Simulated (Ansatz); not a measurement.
# YN: equation of state

How stiff is YN, and at what volume does the pressure vanish? The cell is scaled evenly, atoms carried along, and solved with LAPW, PAW and all-electron datasets made for the crystal.

Computed with Ansatz 0.2.0 (DFT LDA, scalar-relativistic, unless a step's input says otherwise).

**1. Starting point**

The structure is cubic, space group Fm-3m (No. 225). The conventional cell has a = 4.877 Å, b = 4.877 Å, c = 4.877 Å, α = 90.00°, β = 90.00°, γ = 90.00°. Y (site symmetry m-3m) is surrounded by 6 N at 2.44 Å. N (site symmetry m-3m) is surrounded by 6 Y at 2.44 Å.

As a file:

```cif
data_structure
_symmetry_space_group_name_H-M 'P 1'
_symmetry_Int_Tables_number 1
_cell_length_a 3.4486
_cell_length_b 3.4486
_cell_length_c 3.4486
_cell_angle_alpha 60.000
_cell_angle_beta 60.000
_cell_angle_gamma 60.000
_cell_volume 29.00
loop_
_atom_site_label
_atom_site_type_symbol
_atom_site_fract_x
_atom_site_fract_y
_atom_site_fract_z
_atom_site_occupancy
Y1 Y 0.00000 0.00000 0.00000 1
N1 N 0.50000 0.50000 0.50000 1
```

Atoms are numbered in the order of the input: Y1, N2.

**2. Volume × 0.94, LAPW**

File input.yaml:

```yaml
crystal:
  lattice:
    - [0.0, 2.3887207261, 2.3887207261]
    - [2.3887207261, 0.0, 2.3887207261]
    - [2.3887207261, 2.3887207261, 0.0]
  atoms:
    - { symbol: "Y", position: [0.0, 0.0, 0.0] }
    - { symbol: "N", position: [0.5, 0.5, 0.5] }
kpoints:
  mp_grid: { grid: [11, 11, 11] }
  band_path:
    path:
      - [0.0, 0.0, 0.0]
      - [0.5, 0.0, 0.5]
      - [0.625, 0.25, 0.625]
      - [0.375, 0.375, 0.75]
      - [0.0, 0.0, 0.0]
      - [0.5, 0.5, 0.5]
      - [0.5, 0.25, 0.75]
      - [0.5, 0.0, 0.5]
    npoints: 5
scf:
  occupations: { method: fermi_dirac, width: 0.03 }
hamiltonian:
  xc: lda
  pseudopotentials: { kind: all_electron, lapw: { basis_error: 0.001 } }
output:
  forces: true
  stress: true
  eigenvalues: true
```

Run with:

```console
ansatz run input.yaml --threads 1 --pin off --max-ram 3072MiB --backend cpu --events-out ev --progress --plain --runs-dir out
```

**3. Volume × 0.94, PAW**

File input.yaml:

```yaml
crystal:
  lattice:
    - [0.0, 2.3887207261, 2.3887207261]
    - [2.3887207261, 0.0, 2.3887207261]
    - [2.3887207261, 2.3887207261, 0.0]
  atoms:
    - { symbol: "Y", position: [0.0, 0.0, 0.0] }
    - { symbol: "N", position: [0.5, 0.5, 0.5] }
kpoints:
  mp_grid: { grid: [11, 11, 11] }
scf:
  occupations: { method: fermi_dirac, width: 0.03 }
hamiltonian:
  xc: lda
  pseudopotentials: { kind: paw }
output:
  forces: true
  stress: true
  eigenvalues: true
  efg: { contact_densities: true }
```

**4. Volume × 0.94, crystal datasets**

Edit input.yaml of step 3 so:

```diff
@@ -14,3 +14,3 @@
   xc: lda
-  pseudopotentials: { kind: paw }
+  pseudopotentials: { kind: all_electron, datasets: crystal }
 output:
```

**5. Volume × 0.98, LAPW**

File input.yaml:

```yaml
crystal:
  lattice:
    - [0.0, 2.4221337351, 2.4221337351]
    - [2.4221337351, 0.0, 2.4221337351]
    - [2.4221337351, 2.4221337351, 0.0]
  atoms:
    - { symbol: "Y", position: [0.0, 0.0, 0.0] }
    - { symbol: "N", position: [0.5, 0.5, 0.5] }
kpoints:
  mp_grid: { grid: [11, 11, 11] }
  band_path:
    path:
      - [0.0, 0.0, 0.0]
      - [0.5, 0.0, 0.5]
      - [0.625, 0.25, 0.625]
      - [0.375, 0.375, 0.75]
      - [0.0, 0.0, 0.0]
      - [0.5, 0.5, 0.5]
      - [0.5, 0.25, 0.75]
      - [0.5, 0.0, 0.5]
    npoints: 5
scf:
  occupations: { method: fermi_dirac, width: 0.03 }
hamiltonian:
  xc: lda
  pseudopotentials: { kind: all_electron, lapw: { basis_error: 0.001 } }
output:
  forces: true
  stress: true
  eigenvalues: true
```

**6. Volume × 0.98, PAW**

File input.yaml:

```yaml
crystal:
  lattice:
    - [0.0, 2.4221337351, 2.4221337351]
    - [2.4221337351, 0.0, 2.4221337351]
    - [2.4221337351, 2.4221337351, 0.0]
  atoms:
    - { symbol: "Y", position: [0.0, 0.0, 0.0] }
    - { symbol: "N", position: [0.5, 0.5, 0.5] }
kpoints:
  mp_grid: { grid: [11, 11, 11] }
scf:
  occupations: { method: fermi_dirac, width: 0.03 }
hamiltonian:
  xc: lda
  pseudopotentials: { kind: paw }
output:
  forces: true
  stress: true
  eigenvalues: true
  efg: { contact_densities: true }
```

**7. Volume × 0.98, crystal datasets**

Edit input.yaml of step 6 so:

```diff
@@ -14,3 +14,3 @@
   xc: lda
-  pseudopotentials: { kind: paw }
+  pseudopotentials: { kind: all_electron, datasets: crystal }
 output:
```

**8. Volume × 1.01, LAPW**

File input.yaml:

```yaml
crystal:
  lattice:
    - [0.0, 2.4466013884, 2.4466013884]
    - [2.4466013884, 0.0, 2.4466013884]
    - [2.4466013884, 2.4466013884, 0.0]
  atoms:
    - { symbol: "Y", position: [0.0, 0.0, 0.0] }
    - { symbol: "N", position: [0.5, 0.5, 0.5] }
kpoints:
  mp_grid: { grid: [11, 11, 11] }
  band_path:
    path:
      - [0.0, 0.0, 0.0]
      - [0.5, 0.0, 0.5]
      - [0.625, 0.25, 0.625]
      - [0.375, 0.375, 0.75]
      - [0.0, 0.0, 0.0]
      - [0.5, 0.5, 0.5]
      - [0.5, 0.25, 0.75]
      - [0.5, 0.0, 0.5]
    npoints: 5
scf:
  occupations: { method: fermi_dirac, width: 0.03 }
hamiltonian:
  xc: lda
  pseudopotentials: { kind: all_electron, lapw: { basis_error: 0.001 } }
output:
  forces: true
  stress: true
  eigenvalues: true
```

**9. Volume × 1.01, PAW**

File input.yaml:

```yaml
crystal:
  lattice:
    - [0.0, 2.4466013884, 2.4466013884]
    - [2.4466013884, 0.0, 2.4466013884]
    - [2.4466013884, 2.4466013884, 0.0]
  atoms:
    - { symbol: "Y", position: [0.0, 0.0, 0.0] }
    - { symbol: "N", position: [0.5, 0.5, 0.5] }
kpoints:
  mp_grid: { grid: [11, 11, 11] }
scf:
  occupations: { method: fermi_dirac, width: 0.03 }
hamiltonian:
  xc: lda
  pseudopotentials: { kind: paw }
output:
  forces: true
  stress: true
  eigenvalues: true
  efg: { contact_densities: true }
```

**10. Volume × 1.01, crystal datasets**

Edit input.yaml of step 9 so:

```diff
@@ -14,3 +14,3 @@
   xc: lda
-  pseudopotentials: { kind: paw }
+  pseudopotentials: { kind: all_electron, datasets: crystal }
 output:
```

**11. Volume × 1.04, LAPW**

File input.yaml:

```yaml
crystal:
  lattice:
    - [0.0, 2.4705892062, 2.4705892062]
    - [2.4705892062, 0.0, 2.4705892062]
    - [2.4705892062, 2.4705892062, 0.0]
  atoms:
    - { symbol: "Y", position: [0.0, 0.0, 0.0] }
    - { symbol: "N", position: [0.5, 0.5, 0.5] }
kpoints:
  mp_grid: { grid: [11, 11, 11] }
  band_path:
    path:
      - [0.0, 0.0, 0.0]
      - [0.5, 0.0, 0.5]
      - [0.625, 0.25, 0.625]
      - [0.375, 0.375, 0.75]
      - [0.0, 0.0, 0.0]
      - [0.5, 0.5, 0.5]
      - [0.5, 0.25, 0.75]
      - [0.5, 0.0, 0.5]
    npoints: 5
scf:
  occupations: { method: fermi_dirac, width: 0.03 }
hamiltonian:
  xc: lda
  pseudopotentials: { kind: all_electron, lapw: { basis_error: 0.001 } }
output:
  forces: true
  stress: true
  eigenvalues: true
```

**12. Volume × 1.04, PAW**

File input.yaml:

```yaml
crystal:
  lattice:
    - [0.0, 2.4705892062, 2.4705892062]
    - [2.4705892062, 0.0, 2.4705892062]
    - [2.4705892062, 2.4705892062, 0.0]
  atoms:
    - { symbol: "Y", position: [0.0, 0.0, 0.0] }
    - { symbol: "N", position: [0.5, 0.5, 0.5] }
kpoints:
  mp_grid: { grid: [11, 11, 11] }
scf:
  occupations: { method: fermi_dirac, width: 0.03 }
hamiltonian:
  xc: lda
  pseudopotentials: { kind: paw }
output:
  forces: true
  stress: true
  eigenvalues: true
  efg: { contact_densities: true }
```

**13. Volume × 1.04, crystal datasets**

Edit input.yaml of step 12 so:

```diff
@@ -14,3 +14,3 @@
   xc: lda
-  pseudopotentials: { kind: paw }
+  pseudopotentials: { kind: all_electron, datasets: crystal }
 output:
```

(Steps that only read results are left out.)

Before running it: what results should come out? Wanted: equilibrium volume; bulk modulus (for each run or level that gives them).

**Answer**, as computed:

| quantity | value |
| --- | --- |
| equilibrium volume (LAPW) | 14.000 Å³/atom |
| bulk modulus (LAPW) | 182 GPa |
| its pressure derivative (LAPW) | 4.2 |
| equilibrium volume (PAW) | 13.997 Å³/atom |
| bulk modulus (PAW) | 182 GPa |
| its pressure derivative (PAW) | 4.2 |
| equilibrium volume (crystal datasets) | 14.000 Å³/atom |
| bulk modulus (crystal datasets) | 182 GPa |
| its pressure derivative (crystal datasets) | 4.2 |

In words: By LAPW, the pressure vanishes at 14.00 Å³/atom (-3.4 % from the starting cell) and the bulk modulus there is 182 GPa (Birch-Murnaghan, third order). PAW's volume lies -0.02 % and its modulus +0.1 % from LAPW's. No thermal or zero-point expansion is included.
